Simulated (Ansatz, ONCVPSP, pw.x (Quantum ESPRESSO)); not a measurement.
**What a changed setting does to a pw.x run (bcc Co)**

Potential: optimised norm-conserving Vanderbilt (ONCV), ONCVPSP 4.0.1.1 (patched build), PBE; core [Ne], reference 3s2 3p6 3d7 4s2; waves: 3s+4s: rc 1.30 bohr, ncon 3, nbas 6, qcut 9.7 1/bohr, 3 projectors, debl 1.5 Ha; 3p: rc 1.05 bohr, ncon 4, nbas 8, qcut 10.4 1/bohr, 2 projectors, debl 2.9 Ha; 3d: rc 1.70 bohr, ncon 3, nbas 7, qcut 9.4 1/bohr, 1 projector; f scattering state at 0.09 Ha: rc 1.05 bohr, ncon 4, nbas 9, qcut 12.1 1/bohr, local; local part: the f channel; core correction: Teter function, fcfact 5.5, rcfact 1.6.

The reference run (k-mesh 17³, cutoffs 100/400 Ry, Fermi–Dirac 0.01 Ry, mixing_beta 0.4, conv_thr 1e-9, no spin) gives 1.49 GPa at 10.618 Å³/atom, where all-electron LAPW gives -0.22 GPa. This run, with its own iteration cap, changes degauss to 0.005.

```
&control
  calculation='scf', prefix='x', pseudo_dir='./', outdir='./tmp', tstress=.true., disk_io='none'
/
&system
  ibrav=0, nat=1, ntyp=1, ecutwfc=100, ecutrho=400, nbnd=17,
  occupations='smearing', smearing='fd', degauss=0.005
/
&electrons
  conv_thr=1e-09, mixing_beta=0.4, electron_maxstep=60
/
ATOMIC_SPECIES
Co 1.0 Co.UPF
CELL_PARAMETERS angstrom
  -1.38461036 1.38461036 1.38461036
  1.38461036 -1.38461036 1.38461036
  1.38461036 1.38461036 -1.38461036
ATOMIC_POSITIONS crystal
Co 0.0000 0.0000 0.0000
K_POINTS automatic
17 17 17 0 0 0
```

```bash
pw.x < Co.scf.in > Co.scf.out
```

**Question.** How does the run end?

**Answer.** It converges in 6 iterations; the free energy moves by +76.8 meV/atom and the pressure by -1.35 GPa. In a metal, with Fermi–Dirac smearing, F lies below its zero-width value by a term in the square of the width.

```
Message from routine setup:
     using ibrav=0 with symmetry is DISCOURAGED, use correct ibrav instead
     lattice parameter (alat)  =       4.5320  a.u.
     unit-cell volume          =      71.6538 (a.u.)^3
     number of electrons       =        17.00
     number of Kohn-Sham states=           17
     kinetic-energy cutoff     =     100.0000  Ry
     charge density cutoff     =     400.0000  Ry
     scf convergence threshold =      1.0E-09
     Exchange-correlation= PBE
     number of k points=   165  Fermi-Dirac smearing, width (Ry)=  0.0050
     iteration #  1     ecut=   100.00 Ry     beta= 0.40
     total energy              =    -296.00772291 Ry
     estimated scf accuracy    <       0.00347806 Ry
     iteration #  2     ecut=   100.00 Ry     beta= 0.40
     total energy              =    -296.00848835 Ry
     estimated scf accuracy    <       0.00061488 Ry
     iteration #  3     ecut=   100.00 Ry     beta= 0.40
     total energy              =    -296.00856042 Ry
     estimated scf accuracy    <       0.00010148 Ry
     iteration #  4     ecut=   100.00 Ry     beta= 0.40
     total energy              =    -296.00856505 Ry
     estimated scf accuracy    <       0.00000096 Ry
     iteration #  5     ecut=   100.00 Ry     beta= 0.40
     total energy              =    -296.00856526 Ry
     estimated scf accuracy    <       0.00000016 Ry
     iteration #  6     ecut=   100.00 Ry     beta= 0.40
     the Fermi energy is    19.6638 ev
!    total energy              =    -296.00856528 Ry
     estimated scf accuracy    <          6.5E-10 Ry
     smearing contrib. (-TS)   =      -0.00412744 Ry
     The total energy is F=E-TS. E is the sum of the following terms:
     one-electron contribution =    -122.84133769 Ry
     hartree contribution      =      73.31676884 Ry
     xc contribution           =     -45.50057381 Ry
     ewald contribution        =    -200.97929519 Ry
     convergence has been achieved in   6 iterations
          total   stress  (Ry/bohr**3)                   (kbar)     P=        1.32
     Message from routine punch:
     Nothing written, as per user request (disk_io='none')
```

The run took about 56 s on one core of a shared host (Neoverse-N1, 64 threads, 124 GiB, load 57).
